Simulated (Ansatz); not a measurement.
# PtSe2 (Sudovikovite) (P-3m1) in Ansatz: convergence with k mesh

Aim: find how far k mesh must go before the results for PtSe2 (Sudovikovite) settle, at r2SCAN+U. This setting moves, with any that are tied to it; all else stays.

Program: Ansatz 0.2.0. These are calculated values, not measurements. Logs are shortened: lines on timing, memory, paths and dates and some standing lists are left out, and cuts for length are marked.

**1. The structure**

It takes space group P-3m1 (No. 164, trigonal). The conventional cell has a = 3.724 Å, b = 3.724 Å, c = 5.062 Å, α = 90.00°, β = 90.00°, γ = 120.00°. Pt (site symmetry -3m) is surrounded by 6 Se at 2.49 Å. Se (site symmetry 3m) is surrounded by 3 Pt at 2.49 Å.

**2. With k mesh 3 × 3 × 2**

input.yaml

```yaml
crystal:
  lattice:
    - [3.724, 0.0, 0.0]
    - [-1.862, 3.2250786037, 0.0]
    - [0.0, 0.0, 5.062]
  atoms:
    - { symbol: Pt, position: [0.0, 0.0, 0.0] }
    - { symbol: Se, position: [0.6666666667, 0.3333333333, 0.75] }
    - { symbol: Se, position: [0.3333333333, 0.6666666667, 0.25] }
hamiltonian:
  xc: r2scan
  pseudopotentials: { kind: nc, accuracy: stringent }
  hubbard: { sites: [{ species: Pt, l: d, u_eff: 3.0 }] }
kpoints:
  mp_grid: { grid: [3, 3, 2] }
scf:
  occupations: { method: fermi_dirac, width: 0.1 }
output:
  forces: true
  stress: true
  eigenvalues: true
```

Potentials or basis: PseudoDojo stringent (PBE files).

The run is started by

```bash
> ansatz run input.yaml --threads 2 --pin off --max-ram 5632MiB --backend cpu --events-out ev --progress --plain --runs-dir out
```

Output:

```text
Warning: hamiltonian.xc reads the kinetic-energy density τ on the library's norm-conserving files, and those of Pt, Se were made for PBE. This build holds files of Pt, Se that were made for r²SCAN, which a deck under this functional can read where it names no table (hamiltonian.pseudopotentials.accuracy or source), types no xc_functional and has no exact exchange, max_exx_coeff or level of output.embedding that keeps them out. To compare such runs, type hamiltonian.pseudopotentials: {kind: paw, frozen_core: stored} on both or, where PAW refuses one, {kind: nc, accuracy: standard}
Warning: RAYON_NUM_THREADS=2 ignored (pool sized by the plan → 2); use --threads N
Engine: ansatz 0.2.0, x86_64-unknown-linux-gnu
Pseudopotentials: kind: nc
Pseudopotential: Pt, nc, valence charge 18, recommended cutoff 1142.878222 eV (normal), Pt.nc.azcp (PseudoDojo's, or run here from an input of PseudoDojo's; its table is named by hamiltonian.pseudopotentials.accuracy)
Pseudopotential: Se, nc, valence charge 24, recommended cutoff 1414.992085 eV (normal), Se.nc.azcp (PseudoDojo's, or run here from an input of PseudoDojo's; its table is named by hamiltonian.pseudopotentials.accuracy)
Functional definition: r2SCAN
  parameter k0 = 0.174
  parameter k1 = 0.065
  parameter a1 = 4.9479
  exchange = r2scan_x(k0 = k0, k1 = k1, a1 = a1)
  correlation = r2scan_c
Crystal: 3 atoms, lattice volume = 60.796 Å³
Basis set: ecut = 1414.992085 eV, 7375 PW (Γ), exchange–correlation on 192×192×256 points (64 copies of the dense FFT grid, shifted against one another)
Bands: 40, of which v1, the nominal top of the filled ones, is band 33 counted from 1 (32 counted from 0)
Symmetry: 12 space group operations
Space group: P-3m1 (ITA 164), of the structure as read, at distance tolerance 3.9e-5 Å
k-points: 6 of 18
Non-local potential: Pt, projectors of the file, l = 0: 2, l = 1: 2, l = 2: 2, l = 3: 2
Non-local potential: Se, projectors of the file, l = 0: 2, l = 1: 2, l = 2: 2
Initial density: superposition of atomic densities (chi_scale 0.1, normalization cell, long waves of neutral atoms under a Hubbard term (reshape's long-wave potential 0.01 eV rms, cloud 2.56 Å wide))
Initial wavefunctions: pseudopotential atomic-orbital guess
Functional: x = r2scan, c = r2scan; τ floored in thin density (d = 2e-4 eV/Å³)
iter 1 solved again at ethr=2.14e-3 eV; its pass at ethr=3.10e-3 eV (dr2=1.41e0 eV) is discarded
SCF iter   1: F=—  HF=-22046.489930 eV  |F-HF|=—  |Δ(HF+E_count)|=         —  Δρ=4.91e-2  dr2=1.44e0  dr2_τ=6.75e-1  ethr=2.14e-3  ⟨swp⟩=1.5  Hψ=1231  notcnv=0
preconditioner: auto → LDOS  [insulator: Δε(μ)=0.664 eV  Ē_g=12.662 eV  σ=0.100 eV  W_gap=0.74  n_scr=22 (ndim 8)  ℏωp=22.3 eV  f_vac=0.054  D(μ)=0.85/eV (n_scr^D=2)  ε∞_Penn≈4.1  β→1.0]
SCF iter   2: F=—  HF=-22046.556063 eV  |F-HF|=—  |Δ(HF+E_count)|=   6.61e-2  Δρ=2.11e-2  dr2=3.36e-1  dr2_τ=1.45e0  ethr=2.14e-3  ⟨swp⟩=3.2  Hψ=388  notcnv=0
SCF iter   3: F=—  HF=-22046.525113 eV  |F-HF|=—  |Δ(HF+E_count)|=   3.10e-2  Δρ=7.94e-3  dr2=1.02e-2  dr2_τ=1.98e-2  ethr=5.09e-4  ⟨swp⟩=3.0  Hψ=353  notcnv=0  defer=6
SCF iter   4: F=—  HF=-22046.524639 eV  |F-HF|=—  |Δ(HF+E_count)|=   4.74e-4  Δρ=1.92e-3  dr2=4.06e-4  dr2_τ=2.18e-3  ethr=1.55e-5  ⟨swp⟩=2.0  Hψ=381  notcnv=0  defer=6
SCF iter   5: F=—  HF=-22046.524807 eV  |F-HF|=—  |Δ(HF+E_count)|=   1.68e-4  Δρ=4.66e-4  dr2=2.53e-5  dr2_τ=2.34e-4  ethr=6.16e-7  ⟨swp⟩=2.0  Hψ=284  notcnv=0  defer=6
SCF iter   6: F=—  HF=-22046.524718 eV  |F-HF|=—  |Δ(HF+E_count)|=   8.87e-5  Δρ=7.48e-5  dr2=6.63e-7  dr2_τ=3.87e-6  ethr=3.84e-8  ⟨swp⟩=2.0  Hψ=374  notcnv=0  defer=6
SCF iter   7: F=—  HF=-22046.524719 eV  |F-HF|=—  |Δ(HF+E_count)|=   3.42e-7  Δρ=1.14e-5  dr2=1.95e-8  dr2_τ=1.30e-7  ethr=1.52e-10  ⟨swp⟩=11.3  Hψ=1241  notcnv=0
SCF iter   8: F=-22046.524719 eV  HF=-22046.524719 eV  |F-HF|=7.64e-11  |Δ(HF+E_count)|=   7.09e-9  Δρ=2.26e-6  dr2=7.02e-10  dr2_τ=3.26e-8  ethr=2.95e-11  ⟨swp⟩=4.2  Hψ=812  notcnv=0
SCF 1 converged in 8 iterations: F = -22046.524719 eV  dr2 = 7.02e-10
SCF converged after 8 iterations
Free energy (F): -22046.524719 eV
Harris-Foulkes:  -22046.524719 eV  (|F-HF|=7.64e-11)
Internal energy: -22046.499261 eV  (E = F + TS)
E sigma→0 (E₀):  -22046.511990 eV
Entropy (-TS):   -0.025458 eV (-8.486 meV/atom)
Fermi energy:    13.985977 eV
--- Per-component energies (eV) ---
  E_band       = -3433.561962
  E_kinetic    = 8990.617106
  E_local      = -21649.678596  (includes V_loc(G=0)·N_el)
  E_nonlocal   = -4495.259148
  E_hartree    = 8092.229561
  E_xc         = -2304.760259
  E_vxc        = -2656.791700  (∫ρ·V_xc dr)
  E_hubbard    = 1.355055  (on-site DFT+U / exact-exchange correction)
  E_vhub       = -10.490952  (the Hubbard potential's part of the band-sum identity)
  E_vtau       = 203.583422  (kinetic-family band-sum trace: ∫τ·v_τ [+ j·A + Jᵃ·Aᵃ] dr)
  E_ewald      = -10681.002979
  E_smearing   = -0.025458  (= −TS)
  E_closure    = 0.000000  (closes the sum)
  Σ components = -22046.524719   (vs F -22046.524719, Δ=0.00e0)
--- Forces (eV/Å), atoms counted from 1 ---
  atom   1  Pt    -0.00000000     0.00000000     0.00000000
  atom   2  Se     0.00000000    -0.00000000    -0.30095653
  atom   3  Se     0.00000000     0.00000000     0.30095653
  max |Σ_I F_I| component: 1.85e-17 eV/Å
--- Stress (GPa, compression-positive) ---
        4.197009       0.000000       0.000000
        0.000000       4.197009       0.000000
        0.000000       0.000000       4.558710
  P = ⅓ Tr σ = 4.3176 GPa (43.176 kbar)
--- Band table (eV; the first three rows and the last of 6) ---
  k-point 0: bands = ["-201.7439", "-201.7438", "-138.5171", "-138.5171", "-138.5169", "-138.5169", "-138.5164", "-138.5162", "-87.6578", "-40.8759", "-40.8759", "-40.7750", "-35.4950", "-35.4950", "-35.4916", "-35.4916", "-35.4901", "-35.4901", "-35.4896", "-35.4892", "-35.4877", "-35.4877", "-2.3133", "0.5838", "6.2101", "6.9995", "6.9995", "8.9636", "8.9636", "10.7663", "12.9706", "12.9706", "14.4736", "15.5421", "15.5421", "18.1759", "18.8285", "21.9442", "21.9442", "26.7250"]
  k-point 1: bands = ["-201.7439", "-201.7438", "-138.5171", "-138.5171", "-138.5169", "-138.5169", "-138.5163", "-138.5162", "-87.6579", "-40.8759", "-40.8759", "-40.7751", "-35.4929", "-35.4929", "-35.4920", "-35.4920", "-35.4905", "-35.4905", "-35.4898", "-35.4890", "-35.4889", "-35.4889", "-1.7072", "-0.5658", "7.0567", "7.0567", "7.6861", "8.9219", "8.9219", "11.0611", "12.0256", "12.5111", "12.5111", "16.4346", "16.4346", "19.4136", "20.9384", "21.3935", "21.3935", "23.7935"]
  k-point 2: bands = ["-201.7447", "-201.7438", "-138.5170", "-138.5169", "-138.5169", "-138.5169", "-138.5163", "-138.5162", "-87.6577", "-40.8842", "-40.8782", "-40.7745", "-35.4935", "-35.4930", "-35.4919", "-35.4917", "-35.4911", "-35.4901", "-35.4897", "-35.4887", "-35.4885", "-35.4883", "-1.2049", "0.0509", "6.8523", "7.6464", "7.6954", "8.3555", "8.8142", "9.8201", "10.9605", "11.3967", "11.8631", "15.1884", "16.2129", "19.1545", "21.1218", "22.1392", "22.5512", "23.5809"]
  k-point 5: bands = ["-201.7446", "-201.7446", "-138.5170", "-138.5170", "-138.5169", "-138.5169", "-138.5163", "-138.5163", "-87.6576", "-40.8839", "-40.8839", "-40.7742", "-35.4928", "-35.4922", "-35.4922", "-35.4910", "-35.4909", "-35.4908", "-35.4908", "-35.4894", "-35.4879", "-35.4879", "-0.2838", "-0.2838", "6.9970", "6.9970", "7.5928", "9.1272", "9.1272", "9.1891", "9.7952", "10.8675", "10.8675", "16.1624", "16.1624", "21.0642", "22.0105", "22.0105", "22.2358", "24.8391"]
Occupation matrices written to <dir>
```

It took 11 s on 2 threads of Intel Xeon at 2.50GHz (Skylake/Cascade Lake), shared host; peak memory 0.92 GiB.

Results:

- Free energy: -22046.5247 eV
- Pressure: 4.3 GPa
- Largest force: 0.301 eV/Å
- Band gap on the k mesh: none (metal or under the smearing width)

**3. With k mesh 4 × 4 × 3**

input.yaml: that of step 2 with these lines changed.

```diff
@@ -14,3 +14,3 @@
 kpoints:
-  mp_grid: { grid: [3, 3, 2] }
+  mp_grid: { grid: [4, 4, 3] }
 scf:
```

Potentials or basis: PseudoDojo stringent (PBE files).

The run is started by

```bash
> ansatz run input.yaml --threads 2 --pin off --max-ram 5632MiB --backend cpu --events-out ev --progress --plain --runs-dir out
```

Run time: 13 s. Hardware: 2 threads of Intel Xeon at 2.50GHz (Skylake/Cascade Lake), shared host; peak memory 0.96 GiB.

What came out:

| Property | Result |
| --- | --- |
| Free energy | -22046.4877 eV |
| Pressure | 4.2 GPa |
| Largest force | 0.321 eV/Å |
| Band gap on the k mesh | none (metal or under the smearing width) |

**4. With k mesh 5 × 5 × 3**

input.yaml: that of step 3 with these lines changed.

```diff
@@ -14,3 +14,3 @@
 kpoints:
-  mp_grid: { grid: [4, 4, 3] }
+  mp_grid: { grid: [5, 5, 3] }
 scf:
```

The run is started by

```bash
> ansatz run input.yaml --threads 2 --pin off --max-ram 5632MiB --backend cpu --events-out ev --progress --plain --runs-dir out
```

Run time: 17 s. Hardware: 2 threads of Intel Xeon at 2.50GHz (Skylake/Cascade Lake), shared host; peak memory 1 GiB.

What came out:

```yaml
Free_energy: -22046.4574 eV
Pressure: 4.5 GPa
Largest_force: 0.340 eV/Å
Band_gap_on_the_k_mesh: none (metal or under the smearing width)
```

**5. With k mesh 6 × 6 × 4**

input.yaml: that of step 4 with these lines changed.

```diff
@@ -14,3 +14,3 @@
 kpoints:
-  mp_grid: { grid: [5, 5, 3] }
+  mp_grid: { grid: [6, 6, 4] }
 scf:
```

The run is started by

```bash
> ansatz run input.yaml --threads 2 --pin off --max-ram 5632MiB --backend cpu --events-out ev --progress --plain --runs-dir out
```

Wall time 27 s (2 threads of Intel Xeon at 2.50GHz (Skylake/Cascade Lake), shared host); peak memory 1.2 GiB.

What came out:

```
Free energy            : -22046.4389 eV
Pressure               : 4.6 GPa
Largest force          : 0.405 eV/Å
Band gap on the k mesh : none (metal or under the smearing width)
```

**6. With k mesh 7 × 7 × 5**

input.yaml: that of step 5 with these lines changed.

```diff
@@ -14,3 +14,3 @@
 kpoints:
-  mp_grid: { grid: [6, 6, 4] }
+  mp_grid: { grid: [7, 7, 5] }
 scf:
```

Potentials or basis: PseudoDojo stringent (PBE files).

The run is started by

```bash
> ansatz run input.yaml --threads 2 --pin off --max-ram 5632MiB --backend cpu --events-out ev --progress --plain --runs-dir out
```

Run time: 39 s. Hardware: 2 threads of Intel Xeon at 2.50GHz (Skylake/Cascade Lake), shared host; peak memory 1.3 GiB.

The run converged. Its results:

```
Free energy            : -22046.4386 eV
Pressure               : 4.6 GPa
Largest force          : 0.422 eV/Å
Band gap on the k mesh : none (metal or under the smearing width)
```

**7. With k mesh 9 × 9 × 6**

input.yaml: that of step 6 with these lines changed.

```diff
@@ -14,3 +14,3 @@
 kpoints:
-  mp_grid: { grid: [7, 7, 5] }
+  mp_grid: { grid: [9, 9, 6] }
 scf:
```

The run is started by

```bash
> ansatz run input.yaml --threads 2 --pin off --max-ram 5632MiB --backend cpu --events-out ev --progress --plain --runs-dir out
```

It took 77 s on 2 threads of Intel Xeon at 2.50GHz (Skylake/Cascade Lake), shared host; peak memory 1.7 GiB.

It converged, with:

```
Free energy            : -22046.4368 eV
Pressure               : 4.6 GPa
Largest force          : 0.397 eV/Å
Band gap on the k mesh : none (metal or under the smearing width)
```

**8. With k mesh 11 × 11 × 7**

input.yaml: that of step 7 with these lines changed.

```diff
@@ -14,3 +14,3 @@
 kpoints:
-  mp_grid: { grid: [9, 9, 6] }
+  mp_grid: { grid: [11, 11, 7] }
 scf:
```

The run is started by

```bash
> ansatz run input.yaml --threads 2 --pin off --max-ram 5632MiB --backend cpu --events-out ev --progress --plain --runs-dir out
```

It took 1.8 min on 2 threads of Intel Xeon at 2.50GHz (Skylake/Cascade Lake), shared host; peak memory 2.2 GiB.

Results (log left out):

* Free energy: -22046.4375 eV
* Pressure: 4.6 GPa
* Largest force: 0.392 eV/Å
* Band gap on the k mesh: none (metal or under the smearing width)

**9. With k mesh 13 × 13 × 9**

input.yaml: that of step 8 with these lines changed.

```diff
@@ -14,3 +14,3 @@
 kpoints:
-  mp_grid: { grid: [11, 11, 7] }
+  mp_grid: { grid: [13, 13, 9] }
 scf:
```

Potentials or basis: PseudoDojo stringent (PBE files).

The run is started by

```bash
> ansatz run input.yaml --threads 2 --pin off --max-ram 5632MiB --backend cpu --events-out ev --progress --plain --runs-dir out
```

It took 2.9 min on 2 threads of Intel Xeon at 2.50GHz (Skylake/Cascade Lake), shared host; peak memory 3.1 GiB.

It converged, with:

- Free energy: -22046.4371 eV
- Pressure: 4.6 GPa
- Largest force: 0.394 eV/Å
- Band gap on the k mesh: none (metal or under the smearing width)

**10. Result**

| k mesh | energy less the tightest run, at zero smearing (meV/atom) | pressure (GPa) | largest force (eV/Å) | SCF cycles | CPU time (s) | peak memory (GiB) |
| --- | --- | --- | --- | --- | --- | --- |
| 3 × 3 × 2 | -28.01 | 4.32 | 0.301 | 8 | 21 | 0.92 |
| 4 × 4 × 3 | -17.35 | 4.25 | 0.321 | 8 | 25 | 0.96 |
| 5 × 5 × 3 | -7.95 | 4.48 | 0.340 | 9 | 32 | 1 |
| 6 × 6 × 4 | -0.60 | 4.59 | 0.405 | 8 | 50 | 1.2 |
| 7 × 7 × 5 | -0.35 | 4.57 | 0.422 | 10 | 75 | 1.3 |
| 9 × 9 × 6 | 0.14 | 4.57 | 0.397 | 10 | 150 | 1.7 |
| 11 × 11 × 7 | -0.18 | 4.58 | 0.392 | 10 | 210 | 2.2 |
| 13 × 13 × 9 | 0.00 | 4.58 | 0.394 | 10 | 340 | 3.1 |

Against the tightest run, the energy stays within 1 meV/atom from 6 × 6 × 4 on; the pressure stays within 0.1 GPa from 5 × 5 × 3 on; the largest force stays within 0.005 eV/Å from 9 × 9 × 6 on. Meshes of other sizes hit other points, so gaps and Fermi surfaces needn't settle smoothly. The tightest run that finished is the yardstick and may itself not be fully converged.

Caveats: the meta-GGA runs on potentials made for a GGA; the potentials were made for another functional, which shifts forces and pressure; U without spin polarisation on a metal has little footing.
